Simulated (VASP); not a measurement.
# CN: relaxation of the atoms

CN, molecule in box, 2 atoms in the cell. PBE; PAW potentials C, N (PBE set).

## Input

INCAR:
```
SYSTEM = CN
  GGA = PE
  PREC = Accurate
  ENCUT = 500
  EDIFF = 1E-6
  ISMEAR = 0
  SIGMA = 0.02
  LREAL = .False.
  LASPH = .True.
  ALGO = Normal
  NELM = 100
  IBRION = 2
  NSW = 80
  EDIFFG = -0.01
  ISIF = 2
  NCORE = 2
  LWAVE = .False.
  LCHARG = .False.
  ISPIN = 2
  MAGMOM = 0.5 0.5
  LORBIT = 11
  NUPDOWN = 1
```

KPOINTS:
```
k-points
0
Gamma
  1 1 1
```

POSCAR:
```
CN
1.0
   10.0000000000      0.0000000000      0.0000000000
    0.0000000000      8.0000000000      0.0000000000
    0.0000000000      0.0000000000      8.0000000000
C N
1 1
Direct
    0.4269350000      0.5000000000      0.5000000000
    0.5730650000      0.5000000000      0.5000000000
```

Commands:
```
cat potpaw_PBE.64/C/POTCAR potpaw_PBE.64/N/POTCAR > POTCAR
mpirun -np 4 vasp_gam > vasp.out
```

## Result

- Ionic steps: 12
- SCF steps in all: 207

Ionic steps:

| Step | Energy (eV) | Largest force (eV/A) | SCF steps |
|---|---|---|---|
| 1 | -10.69430 | 11.7294 | 24 |
| 2 | 367.32556 | 2278.3180 | 33 |
| 3 | -10.76222 | 11.7024 | 23 |
| 4 | -10.82946 | 11.6711 | 9 |
| 5 | -4.28741 | 83.2982 | 22 |
| 6 | -11.61024 | 10.8752 | 22 |
| 7 | -12.91540 | 5.0633 | 19 |
| 8 | -12.95156 | 3.3872 | 17 |
| 9 | -13.01450 | 0.5313 | 16 |
| 10 | -13.01585 | 0.0472 | 7 |
| 11 | -13.01526 | 0.3563 | 8 |
| 12 | -13.01587 | 0.0004 | 7 |

VASP 6.6.1 took 198 s on 4 cores (Intel Xeon Platinum 8375C @ 2.90GHz (Ice Lake)), a shared host.
